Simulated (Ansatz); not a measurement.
# NaCl: how the settings move a single-point run

Aim: see which settings change the result for NaCl, by how much, and at what cost. The cell is built on a prototype (CsCl type) and needn't be the phase found in nature.

Computed with Ansatz 0.2.0 (reference: DFT, HSE06, plane waves, PAW, unless a step's input says otherwise).

3 further runs of the same task are left out: 3 that didn't finish.

**1. The starting structure**

It takes space group Pm-3m (No. 221, cubic). The conventional cell has a = 3.460 Å, b = 3.460 Å, c = 3.460 Å, α = 90.00°, β = 90.00°, γ = 90.00°. Na (site symmetry m-3m) has 8 Cl at 3.00 Å as nearest neighbours. Around Cl (site symmetry m-3m) lie 8 Na at 3.00 Å.

Structure file:

```
CELL_PARAMETERS angstrom
3.45955 0.00000 0.00000
0.00000 3.45955 0.00000
0.00000 0.00000 3.45955
ATOMIC_POSITIONS crystal
Na 0.00000 0.00000 0.00000
Cl 0.50000 0.50000 0.50000
```

**2. Reference**

The input, input.yaml:

```yaml
crystal:
  lattice:
    - [3.4595458649, 0.0, 0.0]
    - [0.0, 3.4595458649, 0.0]
    - [0.0, 0.0, 3.4595458649]
  atoms:
    - { symbol: Na, position: [0.0, 0.0, 0.0] }
    - { symbol: Cl, position: [0.5, 0.5, 0.5] }
kpoints:
  mp_grid: { grid: [4, 4, 4] }
hamiltonian:
  xc: hse06
scf:
  occupations: { method: fixed }
  n_extra_bands: 4
output:
  forces: true
  stress: true
  eigenvalues: true
  write_density: true
  write_potential: true
  elf: true
  volumetric_format: npy
```

Started as:

```sh
> ansatz run input.yaml --threads 4 --pin off --max-ram 3686MiB --backend cpu --events-out ev --progress --plain --runs-dir out
```

**3. Changed: singularity none**

input.yaml: that of step 2 with these lines changed.

```diff
@@ -15,2 +15,3 @@
   n_extra_bands: 4
+  exx: { singularity: none }
 output:
@@ -19,5 +20 @@
   eigenvalues: true
-  write_density: true
-  write_potential: true
-  elf: true
-  volumetric_format: npy
```

**4. Changing settings: exchange pbe, correlation pbe, coeff 0.1, omega 0.3**

input.yaml: that of step 2 with these lines changed.

```diff
@@ -11,3 +11,3 @@
 hamiltonian:
-  xc: hse06
+  xc: { exchange: pbe, correlation: pbe, exx: { coeff: 0.1, omega: 0.3 } }
 scf:
@@ -19,5 +19 @@
   eigenvalues: true
-  write_density: true
-  write_potential: true
-  elf: true
-  volumetric_format: npy
```

**5. Variant: exchange pbe, correlation pbe, coeff 0.3, omega 0.2078**

input.yaml: that of step 2 with these lines changed.

```diff
@@ -11,3 +11,6 @@
 hamiltonian:
-  xc: hse06
+  xc:
+    exchange: pbe
+    correlation: pbe
+    exx: { coeff: 0.3, omega: 0.2078 }
 scf:
@@ -19,5 +22 @@
   eigenvalues: true
-  write_density: true
-  write_potential: true
-  elf: true
-  volumetric_format: npy
```

**6. Changing settings: exchange pbe, correlation pbe, coeff 0.1, omega 0.5**

input.yaml: that of step 2 with these lines changed.

```diff
@@ -11,3 +11,3 @@
 hamiltonian:
-  xc: hse06
+  xc: { exchange: pbe, correlation: pbe, exx: { coeff: 0.1, omega: 0.5 } }
 scf:
@@ -19,5 +19 @@
   eigenvalues: true
-  write_density: true
-  write_potential: true
-  elf: true
-  volumetric_format: npy
```

Before running it: what results should come out? Wanted: for each run, ending; energy change; pressure; gap; force.

**Answer**, as computed:

```
                                                      run     ending   energy change  pressure (GPa)  gap (eV)  force (eV/Å)  cycles  time
                                                reference  converged               -             0.7      5.43          0.00      10  19 s
                                      1: singularity none  converged               -             0.6      5.43          0.00      10  21 s
   2: exchange pbe, correlation pbe, coeff 0.1, omega 0.3  converged  not comparable             1.0      4.53          0.00       9  22 s
3: exchange pbe, correlation pbe, coeff 0.3, omega 0.2078  converged  not comparable             0.5      5.70          0.00      11  23 s
   4: exchange pbe, correlation pbe, coeff 0.1, omega 0.5  converged  not comparable             1.1      4.38          0.00       9  23 s
```

Times don't compare one to one where runs were asked for different outputs or read a saved state (see the inputs); cycles may leave out searches for a lower state.

Residual by cycle in the longest SCF loop of each run; runs are numbered as in the table. The quantity is the density residual dr2, in eV.

```
cycle  reference   run 1    run 2    run 3    run 4
    1    0.00621  0.0062  0.00114  0.00852  0.00106
    2     7.5e-4  7.5e-4   1.1e-4  0.00115   9.0e-5
    3     1.4e-4  1.4e-4   1.4e-5   2.4e-4   1.1e-5
    4     6.7e-6  6.7e-6   1.3e-6   1.0e-5   1.2e-6
    5     9.2e-7  9.2e-7   2.5e-8   1.0e-6   9.1e-9
```

**Reading.** The totals of these runs aren't set against each other here.
